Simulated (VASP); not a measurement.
# ZnSe (Stilleite) (F-43m) in VASP: a series of runs

The runs below take ZnSe (Stilleite) through G0W0 quasiparticle levels, with PBE.

Program: VASP 6.6.1. These are calculated values, not measurements. Logs are shortened: lines on timing, memory, paths and dates and some standing lists are left out, and cuts for length are marked.

## (1) Starting point

It takes space group F-43m (No. 216, cubic). Conventional cell: a = 5.668 Å, b = 5.668 Å, c = 5.668 Å, α = 90.00°, β = 90.00°, γ = 90.00°. Se (site symmetry -43m) has 4 Zn at 2.45 Å as nearest neighbours. Zn (site symmetry -43m) is surrounded by 4 Se at 2.45 Å.

## (2) G0W0 quasiparticle levels, PBE

Input file POSCAR:

```
ZnSe
1.0
    0.0000000000      2.8338000000      2.8338000000
    2.8338000000      0.0000000000      2.8338000000
    2.8338000000      2.8338000000      0.0000000000
Se Zn
1 1
Direct
    0.7500000000      0.7500000000      0.7500000000
    0.0000000000      0.0000000000      0.0000000000
```

Input file INCAR.step1:

```
ALGO = Normal
EDIFF = 1E-8
ENCUT = 450
GGA = PE
ISMEAR = 0
LASPH = T
LCHARG = F
LREAL = F
LWAVE = T
NELM = 100
PREC = Accurate
SIGMA = 0.01
```

Input file INCAR.step2:

```
ALGO = Exact
EDIFF = 1E-8
ENCUT = 450
GGA = PE
ISMEAR = 0
ISTART = 1
LASPH = T
LCHARG = F
LOPTICS = T
LREAL = F
LWAVE = T
NBANDS = 63
NELM = 1
PREC = Accurate
SIGMA = 0.01
```

Input file INCAR.step3:

```
ALGO = EVGW0
EDIFF = 1E-8
ENCUT = 450
ENCUTGW = 75
GGA = PE
ISMEAR = 0
ISTART = 1
LASPH = T
LCHARG = F
LREAL = F
LWAVE = F
NBANDS = 63
NBANDSGW = 17
NELMGW = 1
NOMEGA = 48
PREC = Accurate
PRECFOCK = Fast
SIGMA = 0.01
```

Input file KPOINTS:

```
k-points
0
Gamma
  3 3 3
```

Potentials or basis: VASP PAW PBE potentials, release 64 (Se_GW, Zn_GW).

The run is started by

```sh
> cat potpaw_PBE.64/Se_GW/POTCAR potpaw_PBE.64/Zn_GW/POTCAR > POTCAR
> cp INCAR.step1 INCAR
> mpirun -np 1 vasp_std > vasp.out
> cp INCAR.step2 INCAR
> mpirun -np 1 vasp_std > vasp.out
> cp INCAR.step3 INCAR
> mpirun -np 1 vasp_std > vasp.out
```

OUTCAR:

```text
EDIFF = 1E-8
   ENCUT = 450
   ENCUTGW = 75
   GGA = PE
   ISMEAR = 0
   ISTART = 1
   LASPH = T
   LREAL = F
   NELMGW = 1
   PREC = Accurate
   PRECFOCK = Fast

 Found      4 irreducible k-points:

 Following reciprocal coordinates:
            Coordinates               Weight
  0.000000  0.000000  0.000000      1.000000
  0.333333  0.000000  0.000000      8.000000
  0.333333  0.333333  0.000000      6.000000
 -0.333333  0.333333  0.000000     12.000000
   k-points           NKPTS =      4   k-points in BZ     NKDIM =     27   number of bands    NBANDS=     63
   number of dos      NEDOS =    301   number of ions     NIONS =      2
   total plane-waves  NPLWV =  21952
   dimension x,y,z NGX =    28 NGY =   28 NGZ =   28
   dimension x,y,z NGXF=    56 NGYF=   56 NGZF=   56
   ions per type =               1   1
   NGX,Y,Z   is equivalent  to a cutoff of  11.62, 11.62, 11.62 a.u.
   NGXF,Y,Z  is equivalent  to a cutoff of  23.23, 23.23, 23.23 a.u.
 SYSTEM =  unknown system
   PREC   = accura    normal or accurate (medium, high low for compatibility)
   ISTART =      1    job   : 0-new  1-cont  2-samecut
   ICHARG =      0    charge: 1-file 2-atom 10-const
   ISPIN  =      1    spin polarized calculation?
   LNONCOLLINEAR =      F non collinear calculations
   LSORBIT =      F    spin-orbit coupling
   LASPH  =      T    aspherical Exc in radial PAW
   ENCUT  =  450.0 eV  33.07 Ry    5.75 a.u.   6.93  6.93  6.93*2*pi/ulx,y,z
   NELM   =     60;   NELMIN=  2; NELMDL=  0     # of ELM steps
   EDIFF  = 0.1E-07   stopping-criterion for ELM
   LREAL  =      F    real-space projection
   EDIFFG = 0.1E-06   stopping-criterion for IOM
   NSW    =      0    number of steps for IOM
   IBRION =     -1    ionic relax: 0-MD 1-quasi-New 2-CG
   NFREE  =      0    steps in history (QN), initial steepest desc. (CG)
   ISIF   =      0    stress and relaxation
   ISYM   =      3    0-nonsym 1-usesym 2-fastsym
   POTIM  = 0.5000    time-step for ionic-motion
   TEBEG  =    0.0;   TEEND  =   0.0 temperature during run
   PSTRESS=    0.0 pullay stress
   NELECT =      18.0000    total number of electrons
   NUPDOWN=      -1.0000    fix difference up-down
   EMIN   =  10.00;   EMAX   =-10.00  energy-range for DOS
   EFERMI =   0.00;   METHOD = LEGACY
   ISMEAR =     0;   SIGMA  =   0.01  broadening in eV -4-tet -1-fermi 0-gaus
   EFERMI_NEDOS =   21; number of points for ismear=-14 and -15
   IALGO  =     38    algorithm
   IMIX   =      4    mixing-type and parameters
     AMIX     =   0.40;   BMIX     =  1.00
     AMIX_MAG =   1.60;   BMIX_MAG =  1.00
  volume/ion in A,a.u.               =      22.76       153.57
  Fermi-wavevector in a.u.,A,eV,Ry     =   1.201673  2.270834 19.647073  1.444019
  Thomas-Fermi vector in A             =   2.337476
   LORBIT       =      0    0 simple, 1 ext, 2 COOP (PROOUT), +10 PAW based schemes
   GGA     = PE    functional components
   LHFCALC =     T    Hartree Fock is set to
   PRECFOCK=fast      Normal, Fast or Accurate (Low or Medium for compatibility)
   ENCUT4O =  -1.0   cutoff for four orbital integrals eV
   NKREDX  =     1    reduce k-point grid by
   NKREDY  =     1    reduce k-point grid by
   NKREDZ  =     1    reduce k-point grid by
   AEXX    =    1.0000 exact exchange contribution
   HFSCREEN=    0.0000 screening length (either q_TF or 0.3 A-1)
   HFSCREENC=   0.0000 screening length for correlation (either q_TF or 0.3 A-1)
   ENCUTFOCK=  -1.0 apply spherical cutoff to Coloumb kernel
   IVDW    =     0    specifies the selected vdW correction
   LEPSILON=     F    determine dielectric tensor
   LRPA    =     F    only Hartree local field effects (RPA)
   LRPAFORCE           =     F    calculate RPA forces
   ENCUTGW             =  75.0    cutoff for response function in eV
   ENCUTGWSOFT         =  60.0    soft cutoff for Coulomb kernel in GW response function in eV
   ENCUTLF             =  -1.0    cutoff for local field effects
   NELMGW              =     1    number of iterations in solving QP/BSE equation
   NELMHF              =     1    number of iterations in the inner HF iteration
   NKREDLFX            =     1    NKREDLFY  =   1   NKREDLFZ  =   1
 non-spin polarized calculation
 Gauss-broadening in eV      SIGMA  =   0.01
  energy-cutoff  :      450.00
  volume of cell :       45.51
 maximum number of plane-waves:      1002
  NGX = 16; NGY = 16; NGZ = 16
   NGX = 13   NGY = 13   NGZ = 13
 maximum number of plane-waves:        72
 NGX is ok and might be reduce to    14

 QP shifts <psi_nk| G(iteration)W_0 |psi_nk>: iteration 1
 for sc-GW calculations column KS-energies equals QP-energies in previous step
 and V_xc(KS)=  KS-energies - (<T + V_ion + V_H > + <T+V_H+V_ion>^1  + <V_x>^1)

 k-point   1 :       0.0000    0.0000    0.0000
  band No.  KS-energies  QP-energies   sigma(KS)   V_xc(KS)     V^pw_x(r,r')   Z            occupation Imag(sigma)

      1     -10.5025     -10.7949     -12.7492     -12.3078     -19.8306       0.6624       2.0000       1.1833
      2      -3.8950      -5.8951     -22.6729     -19.7053     -30.8897       0.6740       2.0000       0.2361
      3      -3.8950      -5.8951     -22.6729     -19.7053     -30.8897       0.6740       2.0000       0.2361
      4      -3.8950      -5.8951     -22.6729     -19.7053     -30.8897       0.6740       2.0000       0.2361
      5      -3.5352      -5.6681     -23.6422     -20.4968     -32.0216       0.6781       2.0000       0.2104
      6      -3.5352      -5.6681     -23.6422     -20.4968     -32.0216       0.6781       2.0000       0.2104
[... 9 lines left out ...]
     16      14.1442      14.4894      -9.8596     -10.3197      -4.9907       0.7504       0.0000      -0.2752
     17      15.7309      15.6495      -7.6696      -7.5616      -2.2362       0.7529       0.0000      -0.5263

 k-point   2 :       0.3333    0.0000    0.0000
  band No.  KS-energies  QP-energies   sigma(KS)   V_xc(KS)     V^pw_x(r,r')   Z            occupation Imag(sigma)

      1      -9.9290     -10.1835     -13.1061     -12.7264     -20.0665       0.6703       2.0000       1.0843
      2      -3.8250      -5.8486     -22.8300     -19.8401     -31.0693       0.6768       2.0000       0.2335
      3      -3.8250      -5.8486     -22.8300     -19.8401     -31.0693       0.6768       2.0000       0.2335
      4      -3.7224      -5.6391     -21.7777     -18.9596     -29.5970       0.6801       2.0000       0.2425
      5      -3.5286      -5.6723     -23.6614     -20.5138     -32.0526       0.6811       2.0000       0.2124
      6      -3.5286      -5.6723     -23.6614     -20.5138     -32.0526       0.6811       2.0000       0.2124
[... 9 lines left out ...]
     16      13.7323      13.9840      -9.2705      -9.6043      -4.3199       0.7542       0.0000      -0.2979
     17      18.1579      18.5325      -8.8821      -9.3821      -2.9821       0.7493       0.0000      -0.7074

 k-point   3 :       0.3333    0.3333    0.0000
  band No.  KS-energies  QP-energies   sigma(KS)   V_xc(KS)     V^pw_x(r,r')   Z            occupation Imag(sigma)

      1      -9.7351      -9.9777     -13.2399     -12.8763     -20.1594       0.6673       2.0000       1.0458
      2      -3.8848      -5.7367     -21.2573     -18.5260     -28.9470       0.6780       2.0000       0.2446
      3      -3.7209      -5.7815     -23.1189     -20.0822     -31.4143       0.6786       2.0000       0.2313
      4      -3.7209      -5.7815     -23.1189     -20.0822     -31.4143       0.6786       2.0000       0.2313
      5      -3.5311      -5.6325     -23.3339     -20.2425     -31.6336       0.6798       2.0000       0.2191
      6      -3.4995      -5.6555     -23.7304     -20.5767     -32.1335       0.6837       2.0000       0.2105
[... 9 lines left out ...]
     16      17.9374      18.2624      -8.5788      -9.0119      -2.8043       0.7505       0.0000      -0.6601
     17      19.3955      19.6447      -9.2011      -9.5269      -3.5001       0.7647       0.0000      -0.8169

 k-point   4 :      -0.3333    0.3333    0.0000
  band No.  KS-energies  QP-energies   sigma(KS)   V_xc(KS)     V^pw_x(r,r')   Z            occupation Imag(sigma)

      1      -9.4978      -9.7316     -13.4738     -13.1236     -20.3582       0.6677       2.0000       1.0003
      2      -3.7977      -5.7929     -22.4862     -19.5462     -30.5782       0.6787       2.0000       0.2338
      3      -3.7177      -5.7774     -23.1204     -20.0899     -31.4135       0.6797       2.0000       0.2305
      4      -3.5758      -5.7058     -23.5272     -20.3898     -31.9116       0.6789       2.0000       0.2192
      5      -3.5272      -5.6738     -23.6511     -20.5059     -32.0440       0.6825       2.0000       0.2129
      6      -3.2992      -5.3606     -23.2448     -20.2218     -31.4303       0.6819       2.0000       0.2280
[... 9 lines left out ...]
     16      18.2675      18.5382      -8.6021      -8.9631      -2.8492       0.7498       0.0000      -0.6758
     17      18.9634      19.0931      -8.2768      -8.4479      -2.5833       0.7583       0.0000      -0.7006
```

Run time: 22 s. Hardware: 1 thread of AMD EPYC 9R45 (Zen 5), shared host; peak memory 0.25 GiB.

The run converged, but some of its settings lie outside the range that counts as converged, so its numbers aren't taken as properties of the crystal.

Results:

```
Band gap on the k mesh, mean-field level : 1.24 eV, direct
Quasiparticle gap                        : 2.34 eV
Least direct quasiparticle gap           : 2.34 eV
```

Caveat: the k mesh is coarse (spacing up to 0.64 Å⁻¹), so the values aren't converged; bands, screening cutoff and mesh are small and nothing is extrapolated, so the quasiparticle values aren't converged.

## (3) G0W0 quasiparticle levels, PBE

POSCAR is that of step 2.

INCAR.step1: that of step 2 with these lines changed.

```diff
@@ -2,3 +2,3 @@
 EDIFF = 1E-8
-ENCUT = 450
+ENCUT = 350
 GGA = PE
```

INCAR.step2: that of step 2 with these lines changed.

```diff
@@ -2,3 +2,3 @@
 EDIFF = 1E-8
-ENCUT = 450
+ENCUT = 350
 GGA = PE
```

INCAR.step3: that of step 2 with these lines changed.

```diff
@@ -2,4 +2,4 @@
 EDIFF = 1E-8
-ENCUT = 450
-ENCUTGW = 75
+ENCUT = 350
+ENCUTGW = 150
 GGA = PE
```

KPOINTS is that of step 2.

Potentials or basis: VASP PAW PBE potentials, release 64 (Se_GW, Zn_GW).

The run is started by

```sh
> cat potpaw_PBE.64/Se_GW/POTCAR potpaw_PBE.64/Zn_GW/POTCAR > POTCAR
> cp INCAR.step1 INCAR
> mpirun -np 1 vasp_std > vasp.out
> cp INCAR.step2 INCAR
> mpirun -np 1 vasp_std > vasp.out
> cp INCAR.step3 INCAR
> mpirun -np 1 vasp_std > vasp.out
```

OUTCAR:

```text
EDIFF = 1E-8
   ENCUT = 350
   ENCUTGW = 150
   GGA = PE
   ISMEAR = 0
   ISTART = 1
   LASPH = T
   LREAL = F
   NELMGW = 1
   PREC = Accurate
   PRECFOCK = Fast

 Found      4 irreducible k-points:

 Following reciprocal coordinates:
            Coordinates               Weight
  0.000000  0.000000  0.000000      1.000000
  0.333333  0.000000  0.000000      8.000000
  0.333333  0.333333  0.000000      6.000000
 -0.333333  0.333333  0.000000     12.000000
   k-points           NKPTS =      4   k-points in BZ     NKDIM =     27   number of bands    NBANDS=     63
   number of dos      NEDOS =    301   number of ions     NIONS =      2
   total plane-waves  NPLWV =  13824
   dimension x,y,z NGX =    24 NGY =   24 NGZ =   24
   dimension x,y,z NGXF=    48 NGYF=   48 NGZF=   48
   ions per type =               1   1
   NGX,Y,Z   is equivalent  to a cutoff of   9.96,  9.96,  9.96 a.u.
   NGXF,Y,Z  is equivalent  to a cutoff of  19.91, 19.91, 19.91 a.u.
 SYSTEM =  unknown system
   PREC   = accura    normal or accurate (medium, high low for compatibility)
[... 32 lines left out ...]
   LORBIT       =      0    0 simple, 1 ext, 2 COOP (PROOUT), +10 PAW based schemes
   GGA     = PE    functional components
   LHFCALC =     T    Hartree Fock is set to
   PRECFOCK=fast      Normal, Fast or Accurate (Low or Medium for compatibility)
   ENCUT4O =  -1.0   cutoff for four orbital integrals eV
   NKREDX  =     1    reduce k-point grid by
   NKREDY  =     1    reduce k-point grid by
   NKREDZ  =     1    reduce k-point grid by
   AEXX    =    1.0000 exact exchange contribution
   HFSCREEN=    0.0000 screening length (either q_TF or 0.3 A-1)
   HFSCREENC=   0.0000 screening length for correlation (either q_TF or 0.3 A-1)
   ENCUTFOCK=  -1.0 apply spherical cutoff to Coloumb kernel
   IVDW    =     0    specifies the selected vdW correction
   LEPSILON=     F    determine dielectric tensor
   LRPA    =     F    only Hartree local field effects (RPA)
   LRPAFORCE           =     F    calculate RPA forces
   ENCUTGW             = 150.0    cutoff for response function in eV
   ENCUTGWSOFT         = 120.0    soft cutoff for Coulomb kernel in GW response function in eV
   ENCUTLF             =  -1.0    cutoff for local field effects
   NELMGW              =     1    number of iterations in solving QP/BSE equation
   NELMHF              =     1    number of iterations in the inner HF iteration
   NKREDLFX            =     1    NKREDLFY  =   1   NKREDLFZ  =   1
 non-spin polarized calculation
 Gauss-broadening in eV      SIGMA  =   0.01
  energy-cutoff  :      350.00
  volume of cell :       45.51
 maximum number of plane-waves:       680
  NGX = 14; NGY = 14; NGZ = 14
   NGX = 13   NGY = 13   NGZ = 13
 maximum number of plane-waves:       194

 QP shifts <psi_nk| G(iteration)W_0 |psi_nk>: iteration 1
 for sc-GW calculations column KS-energies equals QP-energies in previous step
 and V_xc(KS)=  KS-energies - (<T + V_ion + V_H > + <T+V_H+V_ion>^1  + <V_x>^1)

 k-point   1 :       0.0000    0.0000    0.0000
  band No.  KS-energies  QP-energies   sigma(KS)   V_xc(KS)     V^pw_x(r,r')   Z            occupation Imag(sigma)

      1     -10.5029     -10.8934     -12.8981     -12.3078     -19.8285       0.6616       2.0000       1.1834
      2      -3.8916      -5.3182     -21.8375     -19.7066     -30.7972       0.6695       2.0000       0.3297
      3      -3.8916      -5.3182     -21.8375     -19.7066     -30.7972       0.6695       2.0000       0.3297
      4      -3.8916      -5.3182     -21.8375     -19.7066     -30.7972       0.6695       2.0000       0.3297
      5      -3.5318      -5.0518     -22.7560     -20.4997     -31.9447       0.6737       2.0000       0.3126
      6      -3.5318      -5.0518     -22.7560     -20.4997     -31.9447       0.6737       2.0000       0.3126
[... 59 lines left out ...]
      3      -3.7142      -5.1706     -22.2499     -20.0924     -31.3188       0.6750       2.0000       0.3267
      4      -3.5723      -5.0771     -22.6238     -20.3930     -31.8184       0.6746       2.0000       0.3198
      5      -3.5236      -5.0466     -22.7551     -20.5089     -31.9607       0.6781       2.0000       0.3148
      6      -3.2960      -4.7408     -22.3553     -20.2232     -31.3271       0.6777       2.0000       0.3209
[... 9 lines left out ...]
     16      18.2668      18.5396      -8.5992      -8.9626      -2.8434       0.7506       0.0000      -0.6819
     17      18.9627      19.1174      -8.2442      -8.4481      -2.5779       0.7586       0.0000      -0.7034
```

OUTCAR.step2:

```text
EDIFF = 1E-8
   ENCUT = 350
   GGA = PE
   ISMEAR = 0
[... 537 lines left out ...]
  --------------------------------------------------------------------------------------------------------------
     0.00000    25.58852    25.58852    25.58852     0.00000    -0.00000     0.00000
     0.87386    38.44790    38.44790    38.44790     0.00000    -0.00000     0.00000
     1.74773    -0.48626    -0.48626    -0.48626     0.00000    -0.00000     0.00000
     2.62159    16.19891    16.19891    16.19891     0.00000    -0.00000     0.00000
     3.49546   -28.28560   -28.28560   -28.28560     0.00000    -0.00000     0.00000
     4.36932     6.05567     6.05567     6.05567     0.00000    -0.00000     0.00000
[... 92 lines left out ...]
    85.63872     0.93649     0.93649     0.93649    -0.00000     0.00000    -0.00000
    86.51259     0.93797     0.93797     0.93797    -0.00000     0.00000    -0.00000
```

It took 18 s on 1 thread of AMD EPYC 9R45 (Zen 5), shared host; peak memory 0.17 GiB.

These settings aren't checked as converged: the numbers below hold their error.

What came out:

```
Band gap on the k mesh, mean-field level : 1.24 eV, direct
Quasiparticle gap                        : 2.32 eV
Least direct quasiparticle gap           : 2.32 eV
```

Caveat: the k mesh is coarse (spacing up to 0.64 Å⁻¹), so the values aren't converged; bands, screening cutoff and mesh are small and nothing is extrapolated, so the quasiparticle values aren't converged.

[end of part 1 of 2]
